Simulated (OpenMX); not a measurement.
**ZrS2 under changes of volume**

One of the cells (23.763 Å³/atom); the others are scaled copies at fixed shape and fractional positions:

```
Zr S
1.0
     3.69138    0.00000    0.00000
    -1.84569    3.19683    0.00000
     0.00000    0.00000    6.04108
Zr S
1 2
Direct
  0.00000 0.00000 0.00000
  0.33333 0.66667 0.23791
  0.66667 0.33333 0.76209
```

The cell is a database's computed one.

```yaml
Program: OpenMX 3.8.5
Functional: PBE
Potentials_or_basis: OpenMX 2013 PBE set, Zr7.0-s3p2d1, S7.0-s2p2d1, fixed grid of 40 × 40 × 72 points
k_mesh: 9 × 9 × 5
Occupations: fermi-dirac, width 0.05 eV
Spin: no spin polarisation
```

| volume (Å³/atom) | energy over the lowest point (meV/atom) | gap on the mesh (eV) | largest force (eV/Å) |
| --- | --- | --- | --- |
| 22.337 | ? | ? | ? |
| 22.813 | 32.61 | 0.91 | 1.054 |
| 23.288 | 15.54 | 0.92 | 0.773 |
| 23.763 | 4.90 | 0.94 | 0.510 |
| 24.238 | 0.00 | 0.95 | 0.269 |
| 24.714 | 0.30 | 0.96 | 0.041 |
| 25.189 | 5.38 | 0.97 | 0.171 |

Question: What does the run at 22.337 Å³/atom give?

Answer: Energy over the lowest point 56.65 meV/atom; gap on the mesh 0.89 eV; largest force 1.353 eV/Å.

Worked out: A Birch-Murnaghan fit of order 3 (a polynomial in V^(-2/3)) to the other rows has its minimum at 24.44 Å³/atom with B0 = V·E''(V) = 87 GPa and B' = 4.1 at fixed shape and positions, which overstates the stiffness. It gives 56.77 meV/atom at 22.337 Å³/atom, against the run's 56.65. A straight line through the other rows of the gap, of slope 0.621 eV per unit of ln V, extrapolates to 0.90 eV, against the run's 0.89.

Energies are extrapolated to zero smearing.

Caveats: an odd mesh through Γ misses points on the zone boundary, where band edges often lie; this functional lacks dispersion, which binds the layers, so the pressure and a relaxed spacing across them are unreliable; the basis of atomic orbitals isn't converged, which shifts pressures, moduli and gaps; forces of over 1 eV/Å show positions far from the minimum, so gaps and moduli don't describe the material at rest (some runs). Spin-orbit coupling on Zr is left out.
